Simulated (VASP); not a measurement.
InP: single point with PBE

Crystal: InP.

```
In P
1.0
     0.00000    2.93488    2.95379
     2.93488    0.00000    2.95379
     2.93488    2.93488    0.00000
In P
1 1
Direct
  0.00000 0.00000 0.00000
  0.25000 0.25000 0.25000
```

The cell was built by a generator and needn't be a form met in nature.

The cell isn't the ideal one: biaxial_xy strain -0.6%.

```yaml
Program: VASP 6.6.1
Task: single point
Functional: PBE
Potentials_or_basis: VASP PAW PBE potentials, release 64 (In_d, P)
Cutoff: 520 eV
k_mesh: 8 × 8 × 8
Occupations: fermi-dirac, width 0.02 eV
Spin: no spin polarisation
```

* Pressure: 2.5 GPa
* Band gap on the k mesh: 0.64 eV, direct

Stress tensor (GPa, compression positive):
```
2.57 0.00 0.00
0.00 2.57 0.00
0.00 0.00 2.31
```

Levels at points of the mesh, in eV from the valence-band top:
| k point | band 7 | band 8 | band 9 | band 10 | band 11 | band 12 |
| --- | --- | --- | --- | --- | --- | --- |
| (0.00, 0.00, 0.00) | -0.03 | 0.00 | 0.00 | 0.64 | 4.08 | 4.08 |
| (0.50, 0.00, 0.00) | -5.68 | -0.99 | -0.94 | 1.46 | 4.78 | 4.82 |
| (0.50, 0.50, 0.00) | -5.74 | -2.27 | -2.27 | 1.79 | 2.30 | 9.09 |
| (0.50, 0.00, 0.50) | -5.70 | -2.31 | -2.30 | 1.76 | 2.24 | 9.15 |

It took 34 s on 1 thread of Intel(R) Xeon(R) Platinum 8488C (Sapphire Rapids), with other jobs on the host, peak memory 0.2 GiB.

Caveat: spin-orbit coupling is left out, which moves the levels of the heavy elements.
